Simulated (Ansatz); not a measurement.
# Yb (P6_3/mmc) in Ansatz: notebook

One crystal, Yb, is run at these levels: PBE; tasks: single point, relaxation of cell and atoms.

All numbers are computed with Ansatz 0.2.0; they aren't measurements. Logs are shortened: lines on timing, memory, paths and dates and some standing lists are left out, and cuts for length are marked.

### Step 1. The structure

Symmetry: P6_3/mmc, No. 194, hexagonal system. The conventional cell has a = 3.880 Å, b = 3.880 Å, c = 6.386 Å, α = 90.00°, β = 90.00°, γ = 120.00°. Yb (site symmetry -6m2) has 12 Yb at 3.88 to 3.90 Å as nearest neighbours.

This isn't the form of Yb at room conditions, which is fcc.

### Step 2. Single point, PBE, collinear spin, ferromagnetic start

The input, input.yaml:

```yaml
crystal:
  lattice:
    - [3.8799, 0.0, 0.0]
    - [-1.93995, 3.3600919641, 0.0]
    - [0.0, 0.0, 6.3859]
  atoms:
    - { symbol: Yb, position: [0.6666666667, 0.3333333333, 0.75], spin: 1.0 }
    - { symbol: Yb, position: [0.3333333333, 0.6666666667, 0.25], spin: 1.0 }
kpoints:
  mp_grid: { grid: [8, 8, 4] }
scf:
  occupations: { method: gaussian, width: 0.05 }
hamiltonian:
  xc: pbe
  pseudopotentials: { kind: all_electron, lapw: { basis_error: 0.001 } }
magnetization:
  spin_polarized: true
output:
  forces: true
  stress: true
  eigenvalues: true
```

Potentials or basis: all-electron LAPW, scalar-relativistic.

Run with:

```bash
$ ansatz run input.yaml --threads 2 --pin off --max-ram 6144MiB --backend cpu --events-out ev --progress --plain --runs-dir out
```

The program printed:

```text
Warning: RAYON_NUM_THREADS=2 ignored (pool sized by the plan → 2); use --threads N
LAPW: plane waves up to 6.694 Å⁻¹, error target 1.0e-3 eV per atom; small_component_spin mean_spin; Yb in spheres of 1.940 Å, 24 of its electrons in bands, Dirac shells [] (how accurate: hamiltonian.pseudopotentials.lapw.basis_error, Limitations)
Engine: ansatz 0.2.0, aarch64-unknown-linux-gnu
Pseudopotentials: kind: all_electron
Pseudopotential: Yb, LAPW, valence charge 24, lapw/all_electron/scalar/gaussian/Yb, Koelling and Harmon's equation, gaussian nucleus
Functional definition: PBE
  parameter kappa = 0.804
  parameter beta = 0.06672455060314922
  exchange = pbe_x(kappa = kappa, mu = beta*pi^2/3)
  correlation = pbe_c(beta = beta)
Crystal: 2 atoms, lattice volume = 83.252 Å³
Basis set: ecut = 170.7084930015305 eV, 391 PW (Γ), exchange–correlation at level 2
Bands: 30, of which v1, the nominal top of the filled ones, is band 24 counted from 1 (23 counted from 0)
Symmetry: 24 space group operations
Space group: P63/mmc (ITA 194), of the structure as read, at distance tolerance 4.4e-5 Å
Magnetic group: BNS 194.263 (UNI 1493), of the structure as read, at distance tolerance 4.4e-5 Å
k-points: 30 of 256
Non-local potential: Yb, projectors of the file, none
Initial density: superposition of atomic densities (chi_scale 0.1, normalization cell)
Starting moments: Σ|m| = 2 μB on 2 of 2 sites
Initial wavefunctions: plane waves of lowest kinetic energy (no species holds an atomic orbital)
Functional: x = pbe(κ = 0.804, μ = 0.2195149727645171), c = pbe(β = 0.06672455060314922)
iter 1 solved again at ethr=2.30e-3 eV; its pass at ethr=1.00e-1 eV (dr2=1.11e0 eV) is discarded
SCF iter   1: F=—  HF=-765090.196783 eV  |F-HF|=—  |Δ(HF+E_count)|=         —  Δρ=2.98e-2 (↑1.71e-2 ↓2.98e-2)  dr2=1.11e0  dr2_m=2.17e-1  M=4.396 μB ∫|m|=4.406 μB  β_m=1.00  ethr=2.30e-3  ⟨swp⟩=2.0  Hψ=11999  notcnv=0
preconditioner: auto → Kerker (q_TF=auto, 2.489 Å⁻¹)  [metal: Δε(μ)=0.001 eV  Ē_g=8.288 eV  σ=0.050 eV  W_gap=0.01  n_scr=22 (ndim 8)  ℏωp=27.0 eV  f_vac=0.000  D(μ)=71.20/eV (n_scr^D=2742)]
spin=Collinear: Kerker preconditioning applied to the charge; magnetization (m = ρ↑ − ρ↓) channel mixes plain (no charge-response kernel on spin).
iter 2 solved again at ethr=1.34e-4 eV; its pass at ethr=2.30e-3 eV (dr2=6.42e-2 eV) is discarded
SCF iter   2: F=—  HF=-765119.467210 eV  |F-HF|=—  |Δ(HF+E_count)|=    2.93e1  Δρ=3.22e-2 (↑2.75e-2 ↓3.22e-2)  dr2=6.42e-2  dr2_m=6.65e-1  M=0.109 μB ∫|m|=0.185 μB  β_m=0.30  ethr=1.34e-4  ⟨swp⟩=2.0  Hψ=10088  notcnv=0
SCF iter   3: F=—  HF=-765093.437380 eV  |F-HF|=—  |Δ(HF+E_count)|=    2.60e1  Δρ=2.26e-2 (↑1.96e-2 ↓2.26e-2)  dr2=2.70e-2  dr2_m=3.32e-1  M=0.082 μB ∫|m|=0.186 μB  β_m=0.30  ethr=1.34e-4  ⟨swp⟩=3.0  Hψ=7186  notcnv=0
SCF iter   4: F=—  HF=-765087.085632 eV  |F-HF|=—  |Δ(HF+E_count)|=    6.35e0  Δρ=1.55e-2 (↑1.38e-2 ↓1.55e-2)  dr2=1.03e-2  dr2_m=1.61e-1  M=0.098 μB ∫|m|=0.187 μB  β_m=0.30  ethr=5.63e-5  ⟨swp⟩=3.0  Hψ=7051  notcnv=0
[... 24 lines left out ...]
SCF iter  25: F=-765086.214457 eV  HF=-765086.214457 eV  |F-HF|=6.64e-9  |Δ(HF+E_count)|=   7.20e-7  Δρ=1.62e-6 (↑1.62e-6 ↓1.23e-6)  dr2=1.71e-9  dr2_m=1.39e-9  M=-0.114 μB ∫|m|=0.152 μB  β_m=0.88  ethr=2.36e-11  ⟨swp⟩=4.0  Hψ=7210  notcnv=0
iter 26 did not close the SCF: its close was put off for a magnetic moment that had not settled (scf_convergence_deferred on its scf_iter line)
SCF iter  26: F=-765086.214457 eV  HF=-765086.214457 eV  |F-HF|=1.28e-9  |Δ(HF+E_count)|=   1.94e-8  Δρ=6.46e-7 (↑6.46e-7 ↓5.39e-7)  dr2=2.57e-10  dr2_m=2.42e-10  M=-0.114 μB ∫|m|=0.152 μB  β_m=0.78  ethr=3.55e-12  ⟨swp⟩=3.8  Hψ=6456  notcnv=0
SCF iter  27: F=-765086.214457 eV  HF=-765086.214457 eV  |F-HF|=5.82e-10  |Δ(HF+E_count)|=   6.87e-9  Δρ=1.32e-7 (↑1.32e-7 ↓1.10e-7)  dr2=5.85e-11  dr2_m=5.23e-12  M=-0.114 μB ∫|m|=0.152 μB  ethr=1.05e-12 (applied; sched 1.00e-12)  ⟨swp⟩=3.9  Hψ=6582  notcnv=0
SCF 1 converged in 27 iterations: F = -765086.214457 eV  dr2 = 5.85e-11
SCF converged after 27 iterations
Magnetization: -0.1135 μB (23.9432 up, 24.0568 down)
Absolute magnetization: 0.1519 μB (∫|ρ↑−ρ↓|)
Spin contamination: 0.0107 ħ² per cell (⟨S²⟩ above its minimum at these occupations)
Per-site moments (μB) at R_I (Å): [(-0.03434275562142375, 1.939949971080002), (-0.03434275562142375, 1.939949971080002)]
Free energy (F): -765086.214457 eV
Harris-Foulkes:  -765086.214457 eV  (|F-HF|=5.82e-10)
Internal energy: -765086.210934 eV  (E = F + TS)
E sigma→0 (E₀):  -765086.212696 eV
Entropy (-TS):   -0.003523 eV (-1.761 meV/atom)
Fermi energy:    10.008145 eV
--- Per-component energies (eV) ---
  E_band       = -32.000655
  E_kinetic    = 846012.590866
  E_xc         = -16005.122049
  E_electrostatic = -1595093.679752  (all electrons and nuclei)
  E_smearing   = -0.003523  (= −TS)
  E_closure    = 0.000000  (closes the sum)
  E_atoms      = -765082.888419  (free atoms, spherical and without spin; not in F)
  Σ components = -765086.214457   (vs F -765086.214457, Δ=0.00e0)
  Basis errors (estimates in eV, not in F): energy 2.6e-5 per atom: plane waves 2.0e-5 (1.0e-5 summed), levels above the bands 0.0e0, relativity 4.8e-8, radial functions 4.7e-6, core shells 1.5e-6; eigenvalues (radial functions only) 4.7e-7; not estimated: angular momenta, meshes, grids; target (lapw.basis_error) 1.0e-3; muffin-tin radii Yb 1.940 Å
--- Forces (eV/Å), atoms counted from 1 ---
  atom   1  Yb     0.00000000     0.00000000     0.00000000
  atom   2  Yb     0.00000000     0.00000000     0.00000000
  max |Σ_I F_I| component: 0.00e0 eV/Å
--- Stress (GPa, compression-positive) ---
       -2.168061      -0.000000       0.000000
       -0.000000      -2.168061       0.000000
        0.000000       0.000000      -2.110777
  P = ⅓ Tr σ = -2.1490 GPa (-21.490 kbar)
--- Band table (eV; the first three rows and the last of 60) ---
  k-point 0 ↑: bands = ["-41.6814", "-41.6737", "-14.1836", "-14.0127", "-14.0127", "-13.9850", "-13.9850", "-13.9828", "5.1911", "8.2437", "9.6046", "9.6076", "9.6153", "9.6245", "9.6671", "9.6671", "9.6715", "9.6715", "9.6844", "9.6844", "9.7099", "9.7099", "9.7289", "9.7314", "10.1509", "12.6819", "12.7337", "12.7337", "13.2233", "13.2233"]
  k-point 1 ↑: bands = ["-41.6803", "-41.6748", "-14.1548", "-14.0129", "-14.0086", "-14.0086", "-13.9891", "-13.9891", "5.4970", "7.5054", "9.5968", "9.5987", "9.6296", "9.6505", "9.6546", "9.6546", "9.6692", "9.6692", "9.6939", "9.6939", "9.7195", "9.7195", "9.7293", "9.7311", "10.6487", "12.3146", "12.6625", "12.6625", "13.0190", "13.0190"]
  k-point 2 ↑: bands = ["-41.6776", "-41.6776", "-14.0846", "-14.0846", "-13.9989", "-13.9989", "-13.9989", "-13.9989", "6.3482", "6.3482", "9.5942", "9.5942", "9.6464", "9.6464", "9.6548", "9.6548", "9.6548", "9.6548", "9.7159", "9.7159", "9.7159", "9.7159", "9.7302", "9.7302", "11.4993", "11.4993", "12.7289", "12.7289", "12.7289", "12.7289"]
  k-point 29 ↓: bands = ["-41.6753", "-41.6753", "-14.1626", "-14.1626", "-14.1025", "-14.1025", "-14.0318", "-14.0318", "9.3820", "9.3820", "9.6165", "9.6165", "9.6446", "9.6446", "9.6528", "9.6528", "9.6623", "9.6623", "9.6735", "9.6735", "9.7128", "9.7128", "9.8294", "9.8294", "10.3371", "10.3371", "10.7856", "10.7856", "13.3412", "13.3412"]
```

It took 30 s on 2 threads of Arm Neoverse V2, shared host; peak memory 0.45 GiB.

Results:

| Quantity | Value |
| --- | --- |
| Free energy | -765086.2145 eV |
| Pressure | -2.1 GPa |
| Band gap on the k mesh | none (metal or under the smearing width) |
| Net moment | -0.11 μB per cell |
| Absolute moment | 0.15 μB per cell |
| Site moments | Yb -0.03 μB |

Levels at points of the mesh, in eV from the Fermi level:
Spin up:
```csv
k point,band 20,band 21,band 22,band 23,band 24,band 25,band 26,band 27,band 28,band 29
"(0.00, 0.00, 0.00)",-0.32,-0.30,-0.30,-0.28,-0.28,0.14,2.67,2.73,2.73,3.22
"(0.00, 0.00, -0.50)",-0.29,-0.29,-0.29,-0.28,-0.28,1.49,1.49,2.72,2.72,2.72
"(0.00, -0.50, 0.00)",-0.31,-0.30,-0.29,-0.28,-0.28,0.09,0.24,1.59,2.19,2.63
"(0.00, -0.50, -0.50)",-0.33,-0.30,-0.30,-0.29,-0.29,0.32,0.32,1.56,1.56,3.64
```
Spin down:
| k point | band 21 | band 22 | band 23 | band 24 | band 25 | band 26 | band 27 | band 28 |
| --- | --- | --- | --- | --- | --- | --- | --- | --- |
| (0.00, 0.00, 0.00) | -0.30 | -0.30 | -0.28 | -0.27 | 0.04 | 2.66 | 2.72 | 2.72 |
| (0.00, 0.00, -0.50) | -0.29 | -0.29 | -0.28 | -0.28 | 1.45 | 1.45 | 2.71 | 2.71 |
| (0.00, -0.50, 0.00) | -0.30 | -0.29 | -0.28 | -0.27 | 0.00 | 0.23 | 1.50 | 2.20 |
| (0.00, -0.50, -0.50) | -0.29 | -0.29 | -0.29 | -0.29 | 0.28 | 0.28 | 1.53 | 1.53 |

Caveat: an open f shell can end in a state above the lowest; spin-orbit coupling is left out, which moves the levels of the heavy elements; the starting moments weren't kept. The state reached can hang on the start; a lower one may exist.

### Step 3. Single point, PBE, collinear spin, ferromagnetic start

input.yaml: that of step 2 with these lines changed.

```diff
@@ -11,3 +11,3 @@
 scf:
-  occupations: { method: gaussian, width: 0.05 }
+  occupations: { method: gaussian, width: 0.1 }
 hamiltonian:
```

Potentials or basis: all-electron LAPW, scalar-relativistic.

Run with:

```bash
$ ansatz run input.yaml --threads 2 --pin off --max-ram 6144MiB --backend cpu --events-out ev --progress --plain --runs-dir out
```

It took 35 s on 2 threads of Arm Neoverse V2, shared host; peak memory 0.44 GiB.

It converged, with:

| Item | Value |
| --- | --- |
| Free energy | -765086.2202 eV |
| Pressure | -2.2 GPa |
| Band gap on the k mesh | none (metal or under the smearing width) |
| Net moment | 0.00 μB per cell |
| Absolute moment | 0.00 μB per cell |

Levels at points of the mesh, in eV from the Fermi level:
Spin up:
```
             k point  band 20  band 21  band 22  band 23  band 24  band 25  band 26  band 27  band 28  band 29
  (0.00, 0.00, 0.00)    -0.32    -0.30    -0.30    -0.27    -0.27     0.09     2.67     2.73     2.73     3.22
 (0.00, 0.00, -0.50)    -0.29    -0.29    -0.29    -0.27    -0.27     1.48     1.48     2.72     2.72     2.72
 (0.00, -0.50, 0.00)    -0.30    -0.30    -0.29    -0.28    -0.27     0.05     0.24     1.55     2.20     2.61
(0.00, -0.50, -0.50)    -0.32    -0.29    -0.29    -0.29    -0.29     0.31     0.31     1.55     1.55     3.61
```
Spin down:
| k point | band 22 | band 23 | band 24 | band 25 | band 26 | band 27 |
| --- | --- | --- | --- | --- | --- | --- |
| (0.00, 0.00, 0.00) | -0.30 | -0.27 | -0.27 | 0.09 | 2.67 | 2.73 |
| (0.00, 0.00, -0.50) | -0.29 | -0.27 | -0.27 | 1.48 | 1.48 | 2.72 |
| (0.00, -0.50, 0.00) | -0.29 | -0.28 | -0.27 | 0.05 | 0.24 | 1.55 |
| (0.00, -0.50, -0.50) | -0.29 | -0.29 | -0.29 | 0.31 | 0.31 | 1.55 |

Caveat: an open f shell can end in a state above the lowest; spin-orbit coupling is left out, which moves the levels of the heavy elements; the starting moments weren't kept. The state reached can hang on the start; a lower one may exist.

(Continued in part 2 of 2.)
